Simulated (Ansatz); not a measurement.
Runs of Ansatz 0.2.0 on Cu. The structure is hexagonal, space group P6_3/mmc (No. 194). The conventional cell has a = 2.531 Å, b = 2.531 Å, c = 8.262 Å, α = 90.00°, β = 90.00°, γ = 120.00°. Cu (site symmetry -6m2) has 12 Cu at 2.53 Å as nearest neighbours. Around Cu (site symmetry -3m) lie 12 Cu at 2.53 Å. This isn't the form of Cu at room conditions, which is fcc.

```tsv
level	cutoff (eV)	gap on the mesh (eV)	pressure (GPa)	relaxed volume (Å³/atom)
PBEsol	420	none	0.0	11.32
r2SCAN	500	none	0.0	(a)
RPBE	420	none	0.0	(b)
BLYP	420	none	0.0	12.71
revPBE	420	none	0.0	12.28
LDA	420	none	0.0	10.90
PBE	420	none	0.0	11.97
```

Alike in all rows: task relaxation of cell and atoms; potentials or basis Ansatz PAW; no spin polarisation; cell relaxed; k mesh 12 × 12 × 4; smearing fermi-dirac 0.05 eV.

Fill in the values left out.

(a) 11.45; (b) 12.41.

Caveats: the plane-wave basis is chosen anew once the cell has moved, so the energies of steps on either side of that aren't comparable; the PAW data sets come from PBE, with cores solved anew for the run's functional, which leaves a small shift of forces and pressure (some runs).

A gap of «none» marks a metal or a gap under the smearing width.
